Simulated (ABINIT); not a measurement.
# Al (Fm-3m) in ABINIT: further runs

The runs below take Al through equation of state, with RPBE, PBE, HLE16, r2SCAN.

Everything below comes from runs of ABINIT 10.8.3 (patched build). Logs are shortened: lines on timing, memory, paths and dates and some standing lists are left out, and cuts for length are marked. The log counts tension as positive stress, the text compression.

**What was measured.**

“The interpretation of polycrystalline coherent inelastic neutron scattering from aluminium”, 2013, pmc:3831299 quotes, for a bulk crystal of Al: bulk modulus 76.9 GPa.

The runs below are set against these values where they give the same quantity.

## (1) Starting point

The structure is cubic, space group Fm-3m (No. 225). Conventional cell: a = 4.050 Å, b = 4.050 Å, c = 4.050 Å, α = 90.00°, β = 90.00°, γ = 90.00°. Al (site symmetry m-3m) is surrounded by 12 Al at 2.86 Å.

## (2) Equation of state, RPBE

Contents of run.abi:

```
# Datasets: one volume each
ndtset 7
getwfk -1
scalecart1 3*0.9795861087
scalecart2 3*0.9864848297
scalecart3 3*0.9932883884
scalecart4 3*1.0000000000
scalecart5 3*1.0066227096
scalecart6 3*1.0131594038
scalecart7 3*1.0196128224

# Pseudopotentials
pp_dirpath "./"
pseudos "Al.GGA_PBE-JTH.xml"

# Structure
acell 2.8635066922 2.8635066922 2.8635066922 Angstrom
rprim
     0.0000000000     0.7071067812     0.7071067812
     0.7071067812     0.0000000000     0.7071067812
     0.7071067812     0.7071067812     0.0000000000
ntypat 1
znucl 13
natom 1
typat 1
xred
     0.0000000000     0.0000000000     0.0000000000

# Plane-wave basis
ecut 20.0
pawecutdg 40.0

# k points
kptopt 1
ngkpt 11 11 11
nshiftk 1
shiftk 0.0 0.0 0.0

# Exchange and correlation
ixc 15

# Bands and occupations
nband 6
occopt 3
tsmear 0.05 eV

# SCF cycle
nstep 100
tolvrs 1.0e-9

# Output
iomode 3
prtwf 1
prtden 0
prteig 0
prtebands 0
```

Potentials or basis: JTH PAW PBE v2.0.

The run is started by

```console
abinit run.abi > log 2>&1
```

run.abo:

```text
.Version 10.8.3 of ABINIT
 DATASET    1 : space group Fm -3 m (#225); Bravais cF (face-center cubic)
================================================================================
 Values of the parameters that define the memory need for DATASET  1.
     intxc =       0    ionmov =       0      iscf =      17    lmnmax =       8
     lnmax =       4     mgfft =      24  mpssoang =       2    mqgrid =    3001
     natom =       1  nloc_mem =       2    nspden =       1   nspinor =       1
    nsppol =       1      nsym =      48    n1xccc =       1    ntypat =       1
    occopt =       3   xclevel =       2
       mpw =         462          nfft =       13824          nkpt =          56
 PAW method is used; the additional fine FFT grid is defined by:
   mgfftf=        32    nfftf =     32768
================================================================================
================================================================================
[... 71 lines left out ...]
 DATASET    7 : space group Fm -3 m (#225); Bravais cF (face-center cubic)
================================================================================
 Values of the parameters that define the memory need for DATASET  7.
     intxc =       0    ionmov =       0      iscf =      17    lmnmax =       8
     lnmax =       4     mgfft =      24  mpssoang =       2    mqgrid =    3001
     natom =       1  nloc_mem =       2    nspden =       1   nspinor =       1
    nsppol =       1      nsym =      48    n1xccc =       1    ntypat =       1
    occopt =       3   xclevel =       2
       mpw =         532          nfft =       13824          nkpt =          56
 PAW method is used; the additional fine FFT grid is defined by:
   mgfftf=        32    nfftf =     32768
================================================================================
================================================================================

--------------------------------------------------------------------------------
------------- Echo of variables that govern the present computation ------------
--------------------------------------------------------------------------------
 -outvars: echo values of preprocessed input variables --------
            acell      5.4112434080E+00  5.4112434080E+00  5.4112434080E+00 Bohr
              amu      2.69815390E+01
             ecut      2.00000000E+01 Hartree
           getwfk          -1
                       outvar_i_n : Printing only first  50 k-points.
              ixc          15
           jdtset        1    2    3    4    5    6    7
                       outvar_i_n : Printing only first  50 k-points.
         kptrlatt       11    0    0      0   11    0      0    0   11
          kptrlen1     5.83085676E+01
          kptrlen2     5.87192049E+01
          kptrlen3     5.91241777E+01
          kptrlen4     5.95236775E+01
          kptrlen5     5.99178855E+01
          kptrlen6     6.03069736E+01
          kptrlen7     6.06911048E+01
            natom           1
            nband           6
           ndtset           7
            ngfft          24      24      24
          ngfftdg          32      32      32
             nkpt          56
            nstep         100
             nsym          48
           ntypat           1
                       prtocc : prtvol=0, do not print more k-points.
           occopt           3
        pawecutdg      4.00000000E+01 Hartree
         pawxcdev           0
           prtden           0
        prtebands           0
           prteig           0
            rprim1     0.0000000000E+00  6.9267198023E-01  6.9267198023E-01
                       6.9267198023E-01  0.0000000000E+00  6.9267198023E-01
                       6.9267198023E-01  6.9267198023E-01  0.0000000000E+00
            rprim2     0.0000000000E+00  6.9755011263E-01  6.9755011263E-01
                       6.9755011263E-01  0.0000000000E+00  6.9755011263E-01
                       6.9755011263E-01  6.9755011263E-01  0.0000000000E+00
            rprim3     0.0000000000E+00  7.0236095512E-01  7.0236095512E-01
                       7.0236095512E-01  0.0000000000E+00  7.0236095512E-01
                       7.0236095512E-01  7.0236095512E-01  0.0000000000E+00
            rprim4     0.0000000000E+00  7.0710678120E-01  7.0710678120E-01
                       7.0710678120E-01  0.0000000000E+00  7.0710678120E-01
                       7.0710678120E-01  7.0710678120E-01  0.0000000000E+00
            rprim5     0.0000000000E+00  7.1178974407E-01  7.1178974407E-01
                       7.1178974407E-01  0.0000000000E+00  7.1178974407E-01
                       7.1178974407E-01  7.1178974407E-01  0.0000000000E+00
            rprim6     0.0000000000E+00  7.1641188486E-01  7.1641188486E-01
                       7.1641188486E-01  0.0000000000E+00  7.1641188486E-01
                       7.1641188486E-01  7.1641188486E-01  0.0000000000E+00
            rprim7     0.0000000000E+00  7.2097514092E-01  7.2097514092E-01
                       7.2097514092E-01  0.0000000000E+00  7.2097514092E-01
                       7.2097514092E-01  7.2097514092E-01  0.0000000000E+00
          spgroup         225
           tolvrs      1.00000000E-09
           tsmear      1.83746611E-03 Hartree
            typat      1
           useylm           1
                       outvars : Printing only first  50 k-points.
            znucl       13.00000

================================================================================

 chkinp: Checking input parameters for consistency, jdtset=   1.

 chkinp: Checking input parameters for consistency, jdtset=   2.
[... 35 lines left out ...]
 getcut: wavevector=  0.0000  0.0000  0.0000  ngfft=  24  24  24
         ecut(hartree)=     20.000   => boxcut(ratio)=   2.24901

 getcut : COMMENT -
  Note that boxcut > 2.2 ; recall that boxcut=Gcut(box)/Gcut(sphere) = 2
  is sufficient for exact treatment of convolution.
  Such a large boxcut is a waste : you could raise ecut
  e.g. ecut=   25.290235 Hartrees makes boxcut=2

 Fine grid specifications (used for densities):

 getcut: wavevector=  0.0000  0.0000  0.0000  ngfft=  32  32  32
         ecut(hartree)=     40.000   => boxcut(ratio)=   2.12039

--- Pseudopotential description ------------------------------------------------
- pspini: atom type   1  psp file is ./Al.GGA_PBE-JTH.xml
 Pseudopotential format is: paw10
 basis_size (lnmax)=  4 (lmn_size=  8), orbitals=   0   0   1   1
 Spheres core radius: rc_sph= 1.90363307
 Shapefunction is SIN type: shapef(r)=[sin(pi*r/rshp)/(pi*r/rshp)]**2
 Radius for shape functions =  1.60786206
 Compensation charge density is not taken into account in XC energy/potential

  -1.09563711E+01                                ecore*ucvol(ha*bohr**3)
--------------------------------------------------------------------------------

================================================================================

--- !BeginCycle
iteration_state: {dtset: 1, }
solver: {iscf: 17, nstep: 100, nline: 4, wfoptalg: 10, }
tolerances: {tolvrs: 1.00E-09, }
...
[... 153 lines left out ...]
 getcut: wavevector=  0.0000  0.0000  0.0000  ngfft=  24  24  24
         ecut(hartree)=     20.000   => boxcut(ratio)=   2.23328

 getcut : COMMENT -
  Note that boxcut > 2.2 ; recall that boxcut=Gcut(box)/Gcut(sphere) = 2
  is sufficient for exact treatment of convolution.
  Such a large boxcut is a waste : you could raise ecut
  e.g. ecut=   24.937751 Hartrees makes boxcut=2

 Fine grid specifications (used for densities):

 getcut: wavevector=  0.0000  0.0000  0.0000  ngfft=  32  32  32
         ecut(hartree)=     40.000   => boxcut(ratio)=   2.10556
--------------------------------------------------------------------------------
[... 161 lines left out ...]
 getcut: wavevector=  0.0000  0.0000  0.0000  ngfft=  24  24  24
         ecut(hartree)=     20.000   => boxcut(ratio)=   2.21799

 getcut : COMMENT -
  Note that boxcut > 2.2 ; recall that boxcut=Gcut(box)/Gcut(sphere) = 2
  is sufficient for exact treatment of convolution.
  Such a large boxcut is a waste : you could raise ecut
  e.g. ecut=   24.597297 Hartrees makes boxcut=2

 Fine grid specifications (used for densities):

 getcut: wavevector=  0.0000  0.0000  0.0000  ngfft=  32  32  32
         ecut(hartree)=     40.000   => boxcut(ratio)=   2.09114
--------------------------------------------------------------------------------
[... 161 lines left out ...]
 getcut: wavevector=  0.0000  0.0000  0.0000  ngfft=  24  24  24
         ecut(hartree)=     20.000   => boxcut(ratio)=   2.20310

 getcut : COMMENT -
  Note that boxcut > 2.2 ; recall that boxcut=Gcut(box)/Gcut(sphere) = 2
  is sufficient for exact treatment of convolution.
  Such a large boxcut is a waste : you could raise ecut
  e.g. ecut=   24.268230 Hartrees makes boxcut=2

 Fine grid specifications (used for densities):

 getcut: wavevector=  0.0000  0.0000  0.0000  ngfft=  32  32  32
         ecut(hartree)=     40.000   => boxcut(ratio)=   2.07710
--------------------------------------------------------------------------------
[... 637 lines left out ...]
-Cartesian components of stress tensor (GPa)         [Pressure= -3.5808E+00 GPa]
- sigma(1 1)=  3.58084011E+00  sigma(3 2)=  0.00000000E+00
- sigma(2 2)=  3.58084011E+00  sigma(3 1)=  0.00000000E+00
- sigma(3 3)=  3.58084011E+00  sigma(2 1)=  0.00000000E+00

== END DATASET(S) ==============================================================
================================================================================

 -outvars: echo values of variables after computation  --------
            acell      5.4112434080E+00  5.4112434080E+00  5.4112434080E+00 Bohr
           etotal1    -2.0933046806E+00
           etotal2    -2.0937001379E+00
           etotal3    -2.0939440184E+00
           etotal4    -2.0940508958E+00
           etotal5    -2.0940348160E+00
           etotal6    -2.0939080388E+00
           etotal7    -2.0936827536E+00
            fcart1    -0.0000000000E+00 -0.0000000000E+00 -0.0000000000E+00
            fcart2    -0.0000000000E+00 -0.0000000000E+00 -0.0000000000E+00
            fcart3    -0.0000000000E+00 -0.0000000000E+00 -0.0000000000E+00
            fcart4    -0.0000000000E+00 -0.0000000000E+00 -0.0000000000E+00
            fcart5    -0.0000000000E+00 -0.0000000000E+00 -0.0000000000E+00
            fcart6    -0.0000000000E+00 -0.0000000000E+00 -0.0000000000E+00
            fcart7    -0.0000000000E+00 -0.0000000000E+00 -0.0000000000E+00
            rprim1     0.0000000000E+00  6.9267198023E-01  6.9267198023E-01
                       6.9267198023E-01  0.0000000000E+00  6.9267198023E-01
                       6.9267198023E-01  6.9267198023E-01  0.0000000000E+00
[... 17 lines left out ...]
                       7.2097514092E-01  7.2097514092E-01  0.0000000000E+00
           strten1    -2.1144671864E-04 -2.1144671864E-04 -2.1144671864E-04
                       0.0000000000E+00  0.0000000000E+00  0.0000000000E+00
           strten2    -1.4017516286E-04 -1.4017516286E-04 -1.4017516286E-04
                       0.0000000000E+00  0.0000000000E+00  0.0000000000E+00
           strten3    -7.5957604711E-05 -7.5957604711E-05 -7.5957604711E-05
                       0.0000000000E+00  0.0000000000E+00  0.0000000000E+00
           strten4    -1.8196015406E-05 -1.8196015406E-05 -1.8196015406E-05
                       0.0000000000E+00  0.0000000000E+00  0.0000000000E+00
           strten5     3.3660662940E-05  3.3660662940E-05  3.3660662940E-05
                       0.0000000000E+00  0.0000000000E+00  0.0000000000E+00
           strten6     8.0134501432E-05  8.0134501432E-05  8.0134501432E-05
                       0.0000000000E+00  0.0000000000E+00  0.0000000000E+00
           strten7     1.2171028150E-04  1.2171028150E-04  1.2171028150E-04
                       0.0000000000E+00  0.0000000000E+00  0.0000000000E+00
 Calculation completed.
```

Wall time 18 s (1 thread of Arm Neoverse V2, shared host); peak memory 0.11 GiB.

What came out:

- Equilibrium volume: 16.72 Å³/atom
- Bulk modulus: 78 GPa
- Pressure derivative of the bulk modulus: 4.4

Energy against volume, from the lowest point:
```csv
volume (Å³/atom),energy (meV/atom)
15.607,20.31
15.939,9.54
16.271,2.91
16.603,0.00
16.935,0.44
17.267,3.89
17.599,10.02
```

Caveat: pressures at fixed basis lie under the slope of the energies; the PAW data sets were made with another functional, which shifts forces and pressure a little.

(Continued in part 2 of 2.)
